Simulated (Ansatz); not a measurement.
## A defect in a wire: Au wire along [110], 4 atoms a period, NO placed on top of one Au

Aim: how much does this defect scatter, and at which energies?

Method: DFT PBE, plane waves, PAW; relaxation of a wire's period, in the first sound run; inputs show where later runs differ, in Ansatz 0.2.0.

This is a report of a sequence of runs, with most program output left out.

### Step 1. Starting point

The cell holds 4 atoms: 4 Au. Its edges and angles: a = 8.880 Å, b = 11.212 Å, c = 2.942 Å, α = 90.0°, β = 90.0°, γ = 90.0°. Vacuum lies along a and b. The structure's axis is c.

### Step 2. Relaxation of atoms and period

Band widths follow the bond lengths, so the wire is relaxed first. The atoms and the third cell vector are free; the box across stays fixed as vacuum. A Fermi-Dirac smearing is set since the result may be a metal. The pressure printed is a third of the stress's trace over the whole box, vacuum included; only the stress along the axis is relaxed.

Contents of input.yaml:

```yaml
crystal:
  lattice:
    - [8.88, 0.0, 0.0]
    - [0.0, 11.212, 0.0]
    - [0.0, 0.0, 2.9415642097]
  atoms:
    - { symbol: Au, position: [0.382882883, 0.696784366, 0.0] }
    - { symbol: Au, position: [0.382882883, 0.434425803, 0.0] }
    - { symbol: Au, position: [0.617117117, 0.303246522, 0.5] }
    - { symbol: Au, position: [0.617117117, 0.565605085, 0.5] }
kpoints:
  mp_grid: { grid: [1, 1, 28] }
scf:
  occupations: { method: fermi_dirac, width: 0.05 }
hamiltonian:
  xc: pbe
relax:
  cell: { fix: [a, b, alpha, beta, gamma] }
  max_steps: 60
```

Run with:

```console
$ ansatz run input.yaml --threads 4 --pin off --max-ram 16384MiB --backend cpu --events-out ev --progress --plain --runs-dir out
```

Wall time 14 s (4 threads of Arm Neoverse V2, shared host); peak memory 0.66 GiB; 53 s of CPU time.

Step by step:

| step | energy less that of the first step (eV) | largest force component (eV/Å) | pressure (GPa) | volume (Å³) |
| --- | --- | --- | --- | --- |
| 1 | 0.0000 | 0.7012 | -2.48 | 292.87 |
| 2 | -0.3708 | 0.6808 | 0.34 | 278.52 |
| 3 | -0.4877 | 0.2221 | 0.13 | 271.46 |
| 4 | -0.5032 | 0.0211 | 0.03 | 269.79 |
| 5 | -0.5034 | 0.0268 | 0.07 | 268.67 |
| 6 | -0.5038 | 0.0063 | 0.05 | 269.22 |
| 7* | -0.5016 | 0.0062 | 0.05 | 269.22 |

Relaxation steps marked * repeat the geometry before them on a plane-wave basis chosen anew for their cell, so energy and pressure can jump there.

The run keeps the 4 symmetry operations that it works with, so distortions that break them were not tested.

| cell as run | before | after | change |
| --- | --- | --- | --- |
| c (Å) | 2.942 | 2.704 | -8.1 % |

The atoms that moved most (Å, along periodic axes as changes of fractional coordinates times the final cell, across vacuum about the mean position):

| atom | dx | dy | dz | length |
| --- | --- | --- | --- | --- |
| Au3 | -0.036 | 0.172 | 0.000 | 0.176 |
| Au1 | 0.036 | -0.172 | 0.000 | 0.176 |
| Au2 | -0.096 | -0.037 | 0.000 | 0.103 |
| Au4 | 0.096 | 0.037 | 0.000 | 0.103 |

The relaxed structure:

```xyz
4
Lattice="8.8800 0.0000 0.0000 0.0000 11.2120 0.0000 0.0000 0.0000 2.7040" Properties=species:S:1:pos:R:3
Au    3.4361    7.6405    0.0000
Au    3.3040    4.8336    0.0000
Au    5.4439    3.5718    1.3520
Au    5.5760    6.3787    1.3520
```

Numbers from this step:

```yaml
energy_at_zero_smearing: -52594.2350 eV
cell_length_along_the_wire: 2.704 Å
```

The cell's length comes to 2.704 Å with spin left out.

### Step 3. The wire at its relaxed period

This step: DFT PBE, plane waves, PAW; channels and complex bands of a perfect wire (Ansatz 0.2.0).

At the relaxed period the Bloch states of the perfect wire are found at each energy: those that move forward count the open channels, and those that decay describe how a disturbance dies away inside the wire itself. An energy step of 0.035 eV is under the 0.039 eV that the program asks for its thermal average at 300 K.

Contents of input.yaml:

```yaml
crystal:
  lattice:
    - [8.88, 0.0, 0.0]
    - [0.0, 11.212, 0.0]
    - [0.0, 0.0, 2.7040281169]
  atoms:
    - { symbol: Au, position: [0.386950635, 0.681461448, 0.0] }
    - { symbol: Au, position: [0.37206976, 0.431110303, 0.0] }
    - { symbol: Au, position: [0.613049365, 0.31856944, 0.5] }
    - { symbol: Au, position: [0.62793024, 0.568920585, 0.5] }
kpoints:
  mp_grid: { grid: [1, 1, 30] }
scf:
  occupations: { method: fermi_dirac, width: 0.05 }
hamiltonian:
  xc: pbe
output:
  transmission:
    e_range: [-1.26, 1.26]
    de: 0.035
    kmesh: [1, 1]
    reduced_basis: true
    leads: [[0, 0]]
basis:
  ecutwfc: "350 eV"
```

It took 64 s on 4 threads; peak memory 1.4 GiB; 3.6 min of CPU time.

This step gave:

```yaml
energy_at_zero_smearing: -52594.2202 eV
channels_at_the_energy_nearest_the_fermi_level_one_spin: 4
conductance_of_the_lead_as_this_run_defines_it: 3.627 G₀
band_gap: 0 eV
```

Table of open channels of the lead, one spin by energy, zero at the Fermi level:

energy (eV), open channels of the lead, one spin and a bar from the least value:
```
   -1.190       5.00 ##############################
   -1.085       4.00 ###############
   -1.015       4.00 ###############
   -0.910       3.00 
   -0.805       3.00 
   -0.700       3.00 
   -0.595       3.00 
   -0.490       3.00 
   -0.385       3.00 
   -0.315       3.00 
   -0.210       3.00 
   -0.105       3.00 
    0.000       4.00 ###############
    0.105       4.00 ###############
    0.210       4.00 ###############
    0.315       4.00 ###############
    0.385       4.00 ###############
    0.490       4.00 ###############
    0.595       4.00 ###############
    0.700       4.00 ###############
    0.805       4.00 ###############
    0.910       4.00 ###############
    1.015       4.00 ###############
    1.085       4.00 ###############
    1.190       4.00 ###############
```

The slowest values at each energy, most degenerate partners merged, listed up to 1.5 1/Å. Im kz of the slowest decaying states against energy, zero at the Fermi level:

| energy (eV) | decay 1 (Å⁻¹) | decay 2 (Å⁻¹) | decay 3 (Å⁻¹) | decay 4 (Å⁻¹) |
| --- | --- | --- | --- | --- |
| -1.26 | 0.152 | 0.168 | 0.244 | 0.360 |
| -1.16 | 0.0968 | 0.156 | 0.209 | 0.266 |
| -1.05 | 0.109 | 0.114 | 0.182 | 0.238 |
| -0.94 | 0.0442 | 0.0765 | 0.156 | 0.216 |
| -0.84 | 0.159 | 0.183 | 0.243 | 0.276 |
| -0.77 | 0.196 | 0.196 | 0.257 | 0.285 |
| -0.67 | 0.209 | 0.243 | 0.276 | 0.295 |
| -0.56 | 0.216 | 0.284 | 0.291 | 0.303 |
| -0.46 | 0.215 | 0.304 | 0.306 | 0.320 |
| -0.35 | 0.204 | 0.308 | 0.315 | 0.328 |
| -0.24 | 0.182 | 0.308 | 0.323 | 0.330 |
| -0.14 | 0.142 | 0.308 | 0.331 | 0.333 |
| -0.04 | 0.0612 | 0.308 | 0.334 | 0.337 |
| 0.00 | 0.308 | 0.335 | 0.338 | 0.453 |
| 0.04 | 0.307 | 0.335 | 0.340 | 0.462 |
| 0.14 | 0.307 | 0.335 | 0.344 | 0.487 |
| 0.24 | 0.305 | 0.334 | 0.347 | 0.511 |
| 0.35 | 0.302 | 0.332 | 0.349 | 0.533 |
| 0.46 | 0.299 | 0.330 | 0.350 | 0.539 |
| 0.56 | 0.294 | 0.326 | 0.350 | 0.543 |
| 0.67 | 0.288 | 0.321 | 0.349 | 0.546 |
| 0.77 | 0.281 | 0.316 | 0.348 | 0.548 |
| 0.84 | 0.275 | 0.311 | 0.346 | 0.550 |
| 0.94 | 0.266 | 0.304 | 0.343 | 0.552 |
| 1.05 | 0.255 | 0.295 | 0.339 | 0.553 |
| 1.16 | 0.242 | 0.285 | 0.335 | 0.554 |
| 1.26 | 0.226 | 0.273 | 0.329 | 0.554 |

By hand: the program gives 2.8227 × 10^14 S/m² over the cell's cross-section of 99.56 Å² = 9.956 × 10^-19 m², so one cell conducts 2.810 × 10^-4 S. Divided by G0 = 2e²/h = 7.748 × 10^-5 S this is 3.63 G0, a resistance of 3.56 kΩ.

At the computed energy nearest the Fermi level there are 4 channels a spin, and the thermal average gives 3.63 G₀.

### Step 4. Relaxation of the scattering region

This step: DFT PBE, plane waves, PAW; relaxation of a junction in a wire, ends held (Ansatz 0.2.0).

System of this step: Au wire along [110], 4 atoms a period, NO placed on top of one Au. The cell holds 38 atoms: 36 Au, 1 N and 1 O. Cell: a = 8.880 Å, b = 11.212 Å, c = 24.336 Å, α = 90.0°, β = 90.0°, γ = 90.0°. Regions: held atoms, 24 atoms (24 Au); free atoms, 14 atoms (12 Au, 1 N and 1 O). Vacuum lies along a and b. The structure's axis is c.

14 atoms at the defect are free to relax, while 24 stay where the perfect wire has them, so that the ends still repeat as a lead. The cutoff is set under the files' recommended one to save time.

Contents of input.yaml:

```yaml
crystal:
  lattice:
    - [8.88, 0.0, 0.0]
    - [0.0, 11.212, 0.0]
    - [0.0, 0.0, 24.3362530524]
  atoms:
    - { symbol: Au, position: [0.386950635, 0.681461448, 0.0] }
    - { symbol: Au, position: [0.37206976, 0.431110303, 0.0] }
    - { symbol: Au, position: [0.613049365, 0.31856944, 0.055555556] }
    - { symbol: Au, position: [0.62793024, 0.568920585, 0.055555556] }
    - { symbol: Au, position: [0.386950635, 0.681461448, 0.111111111] }
    - { symbol: Au, position: [0.37206976, 0.431110303, 0.111111111] }
    - { symbol: Au, position: [0.613049365, 0.31856944, 0.166666667] }
    - { symbol: Au, position: [0.62793024, 0.568920585, 0.166666667] }
    - { symbol: Au, position: [0.386950635, 0.681461448, 0.222222222] }
    - { symbol: Au, position: [0.37206976, 0.431110303, 0.222222222] }
    - { symbol: Au, position: [0.613049365, 0.31856944, 0.277777778] }
    - { symbol: Au, position: [0.62793024, 0.568920585, 0.277777778] }
    - { symbol: Au, position: [0.386950635, 0.681461448, 0.333333333] }
    - { symbol: Au, position: [0.37206976, 0.431110303, 0.333333333] }
    - { symbol: Au, position: [0.613049365, 0.31856944, 0.388888889] }
    - { symbol: Au, position: [0.62793024, 0.568920585, 0.388888889] }
    - { symbol: Au, position: [0.386950635, 0.681461448, 0.444444444] }
    - { symbol: Au, position: [0.37206976, 0.431110303, 0.444444444] }
    - { symbol: Au, position: [0.613049365, 0.31856944, 0.5] }
    - { symbol: Au, position: [0.62793024, 0.568920585, 0.5] }
    - { symbol: Au, position: [0.386950635, 0.681461448, 0.555555556] }
    - { symbol: Au, position: [0.37206976, 0.431110303, 0.555555556] }
    - { symbol: Au, position: [0.613049365, 0.31856944, 0.611111111] }
    - { symbol: Au, position: [0.62793024, 0.568920585, 0.611111111] }
    - { symbol: Au, position: [0.386950635, 0.681461448, 0.666666667] }
    - { symbol: Au, position: [0.37206976, 0.431110303, 0.666666667] }
    - { symbol: Au, position: [0.613049365, 0.31856944, 0.722222222] }
    - { symbol: Au, position: [0.62793024, 0.568920585, 0.722222222] }
    - { symbol: Au, position: [0.386950635, 0.681461448, 0.777777778] }
    - { symbol: Au, position: [0.37206976, 0.431110303, 0.777777778] }
    - { symbol: Au, position: [0.613049365, 0.31856944, 0.833333333] }
    - { symbol: Au, position: [0.62793024, 0.568920585, 0.833333333] }
    - { symbol: Au, position: [0.386950635, 0.681461448, 0.888888889] }
    - { symbol: Au, position: [0.37206976, 0.431110303, 0.888888889] }
    - { symbol: Au, position: [0.613049365, 0.31856944, 0.944444444] }
    - { symbol: Au, position: [0.62793024, 0.568920585, 0.944444444] }
    - { symbol: "N", position: [0.71245338, 0.151573478, 0.5], spin: 0.4 }
    - { symbol: O, position: [0.768638258, 0.057184456, 0.5], spin: 0.4 }
magnetization:
  spin_polarized: true
kpoints:
  mp_grid: { grid: [1, 1, 2] }
scf:
  occupations: { method: fermi_dirac, width: 0.1 }
hamiltonian:
  xc: pbe
relax:
  constraints:
    - { sites: [0, 1, 2, 3, 4, 5, 6, 7, 8, 9, 10, 11, 24, 25, 26, 27, 28, 29, 30, 31, 32, 33, 34, 35] }
  f_tol: 0.06
  max_steps: 35
basis:
  ecutwfc: "350 eV"
```

It took 43 min on 4 threads; peak memory 9.3 GiB.

Step by step:

| step | energy less that of the first step (eV) | largest force component (eV/Å) |
| --- | --- | --- |
| 1 | 0.0000 | 0.3440 |
| 2 | -0.0380 | 0.4288 |
| 3 | -0.0711 | 0.2116 |
| 4 | -0.0947 | 0.2788 |
| 5 | -0.1446 | 1.0872 |
| 6 | -0.1996 | 1.2329 |
| 7 | -0.2719 | 1.4370 |
| 8 | -0.3686 | 3.2825 |
| 9 | -0.4898 | 2.1797 |
| 10 | -0.5626 | 0.5724 |
| 11 | -0.5699 | 0.1412 |
| 12 | -0.5722 | 0.0613 |
| 13 | -0.5743 | 0.0100 |
| 14 | -0.5750 | 0.0417 |
| 15 | -0.5752 | 0.2464 |
| 16 | -0.5757 | 0.1369 |
| 17 | -0.5760 | 0.0062 |
| 18 | -0.5760 | 0.0062 |

The atoms that moved most (Å):

| atom | dx | dy | dz | length |
| --- | --- | --- | --- | --- |
| O38 | 0.570 | 0.394 | 0.020 | 0.694 |
| Au19 | -0.163 | -0.582 | 0.005 | 0.604 |
| Au20 | -0.179 | -0.562 | 0.013 | 0.590 |
| N37 | -0.088 | -0.533 | 0.043 | 0.541 |
| Au18 | -0.127 | -0.374 | 0.016 | 0.395 |
| Au22 | -0.144 | -0.354 | 0.003 | 0.382 |
| Au17 | -0.064 | -0.340 | 0.012 | 0.346 |
| Au21 | -0.083 | -0.323 | 0.010 | 0.334 |

This step gave:

```yaml
energy_at_zero_smearing: -474296.8147 eV
```

The largest force component on a free atom ends at 0.006 eV/Å, under the limit of 0.06. N ends nearest to O at 1.16 Å and Au at 2.06 Å. 2 atoms of the wire itself, hydrogen apart, moved by over 0.45 Å, up to 0.60 Å.

(Continued in part 2 of 2.)

[Logs are printed without paths, hosts, clocks, repeated set-up lines and the standing remarks that a program may print on its own settings, such as how far it seeks lower states.]

[Hosts, paths, dates, database ids (printed as entryN), source tags and the programs' standing remarks are cut or masked in the printed files.]
